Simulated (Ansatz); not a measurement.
Input and command of a plane-wave DFT calculation in Ansatz:

```yaml
crystal:
  lattice:
    - [0.0, -4.1105485055, 0.0]
    - [-1.6051187059, 0.0, 4.2720903567]
    - [-10.1447341939, 0.0, -4.2615006178]
  atoms:
    - { symbol: In, position: [0.5, 0.6432512752, 0.6141973411] }
    - { symbol: In, position: [0.0, 0.1432512752, 0.1141973411] }
    - { symbol: In, position: [0.5, 0.3567487248, 0.3858026589] }
    - { symbol: In, position: [0.0, 0.8567487248, 0.8858026589] }
    - { symbol: Se, position: [0.5, 0.4827655503, 0.8452787782] }
    - { symbol: Se, position: [0.0, 0.9827655503, 0.3452787782] }
    - { symbol: Se, position: [0.5, 0.5172344497, 0.1547212218] }
    - { symbol: Se, position: [0.0, 0.0172344497, 0.6547212218] }
basis:
  ecutwfc: 420
kpoints:
  mp_grid: { grid: [6, 6, 4] }
hamiltonian:
  xc: pbesol
scf:
  occupations: { method: gaussian, width: 0.05 }
output:
  forces: true
  stress: true
  eigenvalues: true
  write_density: true
  write_potential: true
  elf: true
  volumetric_format: npy
```

```bash
ansatz run input.yaml --threads 2 --pin off --max-ram 5120MiB --backend cpu --events-out ev --progress --plain --runs-dir out
```

Processor: Intel(R) Xeon(R) Processor @ 2.50GHz (Skylake/Cascade Lake), 2 threads, on a host shared with other jobs.

Q: Estimate time, memory and problem size.

A: About 51 s on 2 threads of Intel(R) Xeon(R) Processor @ 2.50GHz (Skylake/Cascade Lake) (shared host), peak memory 0.86 GiB. It solves 70 bands at 56 k points (the mesh reduced by symmetry) with about 4041 plane waves, in 7 SCF iterations.
